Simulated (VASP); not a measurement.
Input of a VASP 6.6.1 run:

INCAR

```
ALGO = Normal
EDIFF = 1E-6
ENCUT = 520
GGA = PE
ISIF = 2
ISMEAR = 0
LASPH = True
LCHARG = True
LELF = True
LREAL = False
LVHAR = True
LWAVE = False
NBANDS = 11
NELM = 100
PREC = Accurate
SIGMA = 0.01
```

The input KPOINTS:

```
k-points
0
Gamma
  6 6 6
```

Contents of POSCAR:

```
NaH
1.0
    0.0000000000      2.5969210544      2.5969210544
    2.5969210544      0.0000000000      2.5969210544
    2.5969210544      2.5969210544      0.0000000000
Na H
1 1
Direct
    0.0000000000      0.0000000000      0.0000000000
    0.2500000000      0.2500000000      0.2500000000
```

Potentials or basis: VASP PAW PBE potentials, release 64 (Na_pv, H).

Command:

```bash
$ cat potpaw_PBE.64/Na_pv/POTCAR potpaw_PBE.64/H/POTCAR > POTCAR
$ mpirun -np 1 vasp_std > vasp.out
```

Task: Predict the pressure.

Result: 0.2 GPa.

Task: Predict the band gap on the k mesh.

Result: 3.63 eV, indirect (least direct gap 4.32 eV).

A k mesh can miss the band edges. Expect the measured gap to be larger: semilocal functionals such as PBE lack the derivative discontinuity.
